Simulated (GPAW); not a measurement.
Crystal: PtS2.

```
Pt S
1.0
     3.54320    0.00000    0.00000
    -1.77160    3.06850    0.00000
     0.00000    0.00000    5.03880
Pt S
1 2
Direct
  0.00000 0.00000 0.00000
  0.66667 0.33333 0.77300
  0.33333 0.66667 0.22700
```

Program: GPAW 26.7.0. Alike in all runs: no spin polarisation; cell as given; cutoff (eV) 600; smearing fermi-dirac 0.05 eV.

Order these runs on this cell by their pressure, lowest first.
A. level PBEsol; potentials or basis PAW data sets generated in the run's folder for this functional, pw; k mesh 7 × 7 × 4; band path GMKGALHA,LM,KH; band points 60
B. level r2SCAN; potentials or basis GPAW PAW data sets (gpaw-data 1.2.1), pw; k mesh 7 × 7 × 4; band path GMKGALHA,LM,KH; band points 60
C. level PBE; potentials or basis GPAW PAW data sets (gpaw-data 1.2.1), pw; k mesh 9 × 9 × 5
D. level LDA; potentials or basis the program's PAW data sets (release 1.2.1) made for this functional, pw; k mesh 7 × 7 × 4; band path GMKGALHA,LM,KH; band points 60

D (3.1 GPa), A (6.4 GPa), B (9.2 GPa), C (11.7 GPa).

Caveats: the PAW data sets were made with another functional, which shifts forces and pressure a little (some runs).

Not every run made on this cell is shown here.
